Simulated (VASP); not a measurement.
# GaN (P6_3mc) in VASP: Born charges and dielectric tensor with LDA

Aim: the Born charges and dielectric tensor of GaN with LDA.

Everything below comes from runs of VASP 6.6.1. Logs are shortened: lines on timing, memory, paths and dates and some standing lists are left out, and cuts for length are marked.

**Experimental background.**

“Studying electronic properties in GaN without electrical contacts using γ-γ vs e−-γ Perturbed Angular Correlations”, 2019, pmc:6823545 quotes, for a bulk crystal of GaN: band gap 3.503 ± 0.005 eV (direct).

How close the calculation comes is told below.

## 1. The crystal as given

It takes space group P6_3mc (No. 186, hexagonal). Conventional cell: a = 3.157 Å, b = 3.157 Å, c = 5.146 Å, α = 90.00°, β = 90.00°, γ = 120.00°. Ga (site symmetry 3m) is surrounded by 4 N at 1.93 to 1.94 Å. N (site symmetry 3m) has 4 Ga at 1.93 to 1.94 Å as nearest neighbours.

The cell is a database's computed one.

## 2. Born charges and dielectric tensor, LDA

Input file INCAR:

```
SYSTEM = GaN
  ALGO = Normal
  EDIFF = 1E-8
  ENCUT = 600
  IBRION = 8
  ISIF = 2
  ISMEAR = 0
  LASPH = .TRUE.
  LCHARG = .FALSE.
  LEPSILON = .TRUE.
  LREAL = .FALSE.
  LWAVE = .FALSE.
  NELM = 60
  NSW = 1
  PREC = Accurate
  SIGMA = 0.02
```

Input file KPOINTS:

```
k-points
0
G
  12 12 6
  0 0 0
```

Input file POSCAR:

```
GaN
1.0
    3.1569800000      0.0000000000      0.0000000000
   -1.5784900000      2.7340200000      0.0000000000
    0.0000000000      0.0000000000      5.1464800000
Ga N
2 2
Direct
    0.6666700000      0.3333300000      0.4992900000
    0.3333300000      0.6666700000      0.9992900000
    0.6666700000      0.3333300000      0.8757100000
    0.3333300000      0.6666700000      0.3757100000
```

Potentials or basis: VASP PAW LDA potentials, release 64 (Ga, N).

Started as:

```console
cat potpaw_LDA.64/Ga/POTCAR potpaw_LDA.64/N/POTCAR > POTCAR
mpirun -np 1 vasp_std > vasp.out
```

OUTCAR:

```text
SYSTEM = GaN
   EDIFF = 1E-8
   ENCUT = 600
   IBRION = 8
   ISIF = 2
   ISMEAR = 0
   LASPH = .TRUE.
   LEPSILON = .TRUE.
   LREAL = .FALSE.
   NELM = 60
   NSW = 1
   PREC = Accurate

 ion  position               nearest neighbor table
   1  0.667  0.333  0.499-   4 1.93   4 1.93   4 1.93   3 1.94   2 3.15   2 3.15   2 3.15   2 3.15
                             2 3.15   2 3.15
   2  0.333  0.667  0.999-   3 1.93   3 1.93   3 1.93   4 1.94   1 3.15   1 3.15   1 3.15   1 3.15
                             1 3.15   1 3.15
   3  0.667  0.333  0.876-   2 1.93   2 1.93   2 1.93   1 1.94
   4  0.333  0.667  0.376-   1 1.93   1 1.93   1 1.93   2 1.94

  LATTYP: Found a hexagonal cell.
 ALAT       =     3.1569800000
 C/A-ratio  =     1.6301908786

  Lattice vectors:

 A1 = (   3.1569800000,   0.0000000000,   0.0000000000)
 A2 = (  -1.5784900000,   2.7340200000,   0.0000000000)
 A3 = (   0.0000000000,   0.0000000000,   5.1464800000)

Analysis of symmetry for initial positions (statically):
=====================================================================
 Subroutine PRICEL returns:
 Original cell was already a primitive cell.

 Routine SETGRP: Setting up the symmetry group for a
 hexagonal supercell.

 Subroutine GETGRP returns: Found  4 space group operations
 (whereof  2 operations were pure point group operations)
 out of a pool of 24 trial point group operations.

The static configuration has the point symmetry C_1h.
 The point group associated with its full space group is C_2v.

Analysis of symmetry for dynamics (positions and initial velocities):
=====================================================================
 Subroutine PRICEL returns:
 Original cell was already a primitive cell.

 Routine SETGRP: Setting up the symmetry group for a
 hexagonal supercell.

 Subroutine GETGRP returns: Found  4 space group operations
 (whereof  2 operations were pure point group operations)
 out of a pool of 24 trial point group operations.

The dynamic configuration has the point symmetry C_1h.
 The point group associated with its full space group is C_2v.

 Subroutine INISYM returns: Found  4 space group operations
 (whereof  2 operations are pure point group operations),
 and found     1 'primitive' translations

----------------------------------------------------------------------------------------

                                     Primitive cell

  volume of cell :      44.4205

  direct lattice vectors                    reciprocal lattice vectors
     3.156980000  0.000000000  0.000000000     0.316758421  0.182880886  0.000000000
    -1.578490000  2.734020000  0.000000000     0.000000000  0.365761772  0.000000000
     0.000000000  0.000000000  5.146480000     0.000000000  0.000000000  0.194307566

  length of vectors
     3.156980000  3.156975774  5.146480000     0.365761282  0.365761772  0.194307566

  position of ions in fractional coordinates (direct lattice)
     0.666670000  0.333330000  0.499290000
     0.333330000  0.666670000  0.999290000
     0.666670000  0.333330000  0.875710000
     0.333330000  0.666670000  0.375710000

  ion indices of the primitive-cell ions
   primitive index   ion index
[... 557 lines left out ...]
[... ionic steps 4 to 9 ...]

--------------------------------------- Ionic step       10  -------------------------------------------

------------------------ aborting loop because EDIFF is reached ----------------------------------------

[... ionic steps 11 to 11 ...]

--------------------------------------- Ionic step       12  -------------------------------------------

 Free energy of the ion-electron system (eV)
  ---------------------------------------------------
  ---------------------------------------------------
  free energy    TOTEN  =        -0.24474122 eV

  energy without entropy =       -0.24474122

------------------------ aborting loop because EDIFF is reached ----------------------------------------

 INTERNAL STRAIN TENSOR  FOR ION    3  DIRECTION 3   (eV/Angst):
 -----------------------------------------------------------------------------
     7.43769  0.00142  0.02981
     0.00142  7.43931 -0.01721
    -0.02192  0.01265-14.31263

 MACROSCOPIC STATIC DIELECTRIC TENSOR (including local field effects in DFT)
 ------------------------------------------------------
           5.404073    -0.000027     0.000000
          -0.000027     5.404023     0.000000
           0.000000     0.000000     5.576044
 ------------------------------------------------------

 PIEZOELECTRIC TENSOR (including local field effects)  for field in x, y, z        (e  Angst)
          XX          YY          ZZ          XY          YZ          ZX
  --------------------------------------------------------------------------------
  x     0.00000     0.00000     0.00000     0.00000     0.00000     1.47308
  y     0.00000    -0.00000     0.00000     0.00000     1.47308     0.00001
  z     1.31541     1.31543    -2.68429     0.00002     0.00000     0.00000

 PIEZOELECTRIC TENSOR (including local field effects)  for field in x, y, z        (C/m^2)
          XX          YY          ZZ          XY          YZ          ZX
  --------------------------------------------------------------------------------
  x     0.00000     0.00000     0.00000     0.00000     0.00000     0.53132
  y     0.00000    -0.00000     0.00000     0.00000     0.53132     0.00000
  z     0.47445     0.47446    -0.96818     0.00001     0.00000     0.00000

 BORN EFFECTIVE CHARGES (including local field effects) (in |e|, cummulative output)
 ---------------------------------------------------------------------------------
 ion    1
    1     2.66349     0.00001    -0.00001
    2     0.00001     2.66350     0.00001
    3     0.00001    -0.00001     2.79490
 ion    2
    1     2.66349     0.00001     0.00001
    2     0.00001     2.66350    -0.00001
    3    -0.00001     0.00001     2.79490
 ion    3
    1    -2.66349    -0.00001     0.00001
    2    -0.00001    -2.66350    -0.00000
    3     0.00000    -0.00000    -2.79490
 ion    4
    1    -2.66349    -0.00001    -0.00001
    2    -0.00001    -2.66350     0.00000
    3    -0.00000     0.00000    -2.79490

 INTERNAL STRAIN TENSOR FOR ION    4 for displacements in x,y,z  (eV/Angst):
          X           Y           Z          XY          YZ          ZX
  --------------------------------------------------------------------------------
  x    -0.00070    -0.00288     0.00003   -12.59405    -0.01043     7.51631
  y   -12.49457    12.49659    -0.00002    -0.16725     7.74740     0.01344
  z     7.43769     7.43931   -14.31263     0.00142    -0.01265    -0.02981

 SECOND DERIVATIVES (NOT SYMMETRIZED)
 ------------------------------------
               1X          1Y          1Z          2X          2Y          2Z          3X          3Y          3Z          4X          4Y          4Z
  1X   -16.248514   -0.002042    0.000637    0.483487    0.001626    0.000429    0.918370   -0.000719   -0.000072   14.846656    0.001135   -0.000993
  1Y    -0.002042  -16.250813   -0.000368    0.001626    0.485363   -0.000248   -0.000719    0.917537    0.000042    0.001135   14.847913    0.000573
  1Z    -0.000140    0.000081  -23.774425   -0.000741    0.000428    9.189768    0.000672   -0.000388    9.301551    0.000209   -0.000121    5.283105
  2X     0.483487    0.001626   -0.000429  -16.248514   -0.002042   -0.000637   14.846656    0.001135    0.000993    0.918370   -0.000719    0.000072
  2Y     0.001626    0.485363    0.000248   -0.002042  -16.250813    0.000368    0.001135   14.847913   -0.000573   -0.000719    0.917537   -0.000042
  2Z     0.000741   -0.000428    9.189768    0.000140   -0.000081  -23.774425   -0.000209    0.000121    5.283105   -0.000672    0.000388    9.301551
  3X     0.915239   -0.002517    0.000379   14.845962    0.003157    0.000642  -16.371712   -0.001666   -0.000924    0.610511    0.001026   -0.000097
  3Y    -0.002517    0.912330   -0.000219    0.003157   14.849554   -0.000371   -0.001666  -16.373577    0.000534    0.001026    0.611693    0.000056
  3Z    -0.000016    0.000009    9.250402    0.000993   -0.000573    5.324378   -0.001086    0.000627  -21.258448    0.000109   -0.000063    6.683667
  4X    14.845962    0.003157   -0.000642    0.915239   -0.002517   -0.000379    0.610511    0.001026    0.000097  -16.371712   -0.001666    0.000924
  4Y     0.003157   14.849554    0.000371   -0.002517    0.912330    0.000219    0.001026    0.611693   -0.000056   -0.001666  -16.373577   -0.000534
  4Z    -0.000993    0.000573    5.324378    0.000016   -0.000009    9.250402   -0.000109    0.000063    6.683667    0.001086   -0.000627  -21.258448

 Eigenvectors and eigenvalues of the dynamical matrix
 ----------------------------------------------------

   1 f  =   22.143419 THz   139.131207 2PiTHz  738.624961 cm-1    91.577782 meV
             X         Y         Z           dx          dy          dz
      1.578506  0.911331  2.569586     0.000032   -0.000019    0.058424
     -0.000016  1.822689  5.142826     0.000032   -0.000019   -0.058424
      1.578506  0.911331  4.506824    -0.000071    0.000041   -0.704689
     -0.000016  1.822689  1.933584    -0.000071    0.000041    0.704689
[... 71 lines left out ...]
  12 f/i=    0.002218 THz     0.013938 2PiTHz    0.073994 cm-1     0.009174 meV
             X         Y         Z           dx          dy          dz
      1.578506  0.911331  2.569586    -0.000012    0.000007   -0.645243
     -0.000016  1.822689  5.142826     0.000012   -0.000007   -0.645243
      1.578506  0.911331  4.506824     0.000011   -0.000006   -0.289242
     -0.000016  1.822689  1.933584    -0.000011    0.000006   -0.289242

--------------------------------------------------------------------------------------------------------

 MACROSCOPIC STATIC DIELECTRIC TENSOR IONIC CONTRIBUTION
 ------------------------------------------------------
           3.666672    -0.000086     0.000000
          -0.000086     3.666560    -0.000000
           0.000000    -0.000000     4.365106
 ------------------------------------------------------

 ELASTIC MODULI CONTR FROM IONIC RELAXATION (kBar)
 Direction    XX          YY          ZZ          XY          YZ          ZX
 --------------------------------------------------------------------------------
 XX        -942.3569    394.2709    527.4898     -3.2680     -0.0000     -0.0000
 YY         394.2709   -940.9219    525.8931      4.5050      0.0000      0.0000
 ZZ         527.4898    525.8931  -1013.5911     -1.3811     -0.0000      0.0000
 XY          -3.2680      4.5050     -1.3811   -679.4561      0.0000      0.0000
 YZ          -0.0000      0.0000     -0.0000      0.0000   -256.0154     -0.7625
 ZX          -0.0000      0.0000      0.0000      0.0000     -0.7625   -261.6732
 --------------------------------------------------------------------------------

 PIEZOELECTRIC TENSOR IONIC CONTR  for field in x, y, z        (C/m^2)
          XX          YY          ZZ          XY          YZ          ZX
  --------------------------------------------------------------------------------
  x    -0.00000     0.00000     0.00000    -0.00000    -0.00177    -0.92169
  y    -0.00000    -0.00000    -0.00000     0.00000    -0.91165    -0.00089
  z    -1.03000    -1.02695     1.97925     0.00264     0.00000    -0.00000
```

It took 64 min on 1 thread of AMD EPYC 7R43 (Zen 3), shared host; peak memory 0.74 GiB.

What came out:

| Quantity | Value |
| --- | --- |
| Band gap on the k mesh | 2.21 eV, direct |
| Electronic dielectric tensor (diagonal) | 5.40, 5.40, 5.58 |
| Born charges (mean of the diagonal) | Ga +2.71; N -2.71 e |
| Highest phonon frequency at Γ, LO-TO splitting left out | 739 cm⁻¹ |

Phonon frequencies in cm⁻¹ (negative: imaginary):
```tsv
q point	frequencies
(0.000, 0.000, 0.000)	0 0 0 135 135 355 583 606 606 614 614 739
```

Electronic dielectric tensor:
```
5.40 0.00 0.00
0.00 5.40 0.00
0.00 0.00 5.58
```

Born effective charge tensors (e):
atom 1, Ga
```
2.66 0.00 0.00
0.00 2.66 0.00
0.00 0.00 2.79
```
atom 2, Ga
```
2.66 0.00 0.00
0.00 2.66 0.00
0.00 0.00 2.79
```
atom 3, N
```
-2.66  0.00  0.00
 0.00 -2.66  0.00
 0.00  0.00 -2.79
```
atom 4, N
```
-2.66  0.00  0.00
 0.00 -2.66  0.00
 0.00  0.00 -2.79
```

## 3. Against experiment

Step 2. A measured gap of GaN is 3.503 eV (direct; quoted in “Studying electronic properties in GaN without electrical contacts using γ-γ vs e−-γ Perturbed Angular Correlations”, 2019, pmc:6823545); the calculated 2.21 eV misses it by -1.30 eV. Spin-orbit coupling on Ga is left out. The value is that of LDA, without temperature or zero-point motion. Semilocal functionals fall short of measured gaps as a rule. The cell is a database's relaxed one, not the measured one, which moves gaps too.
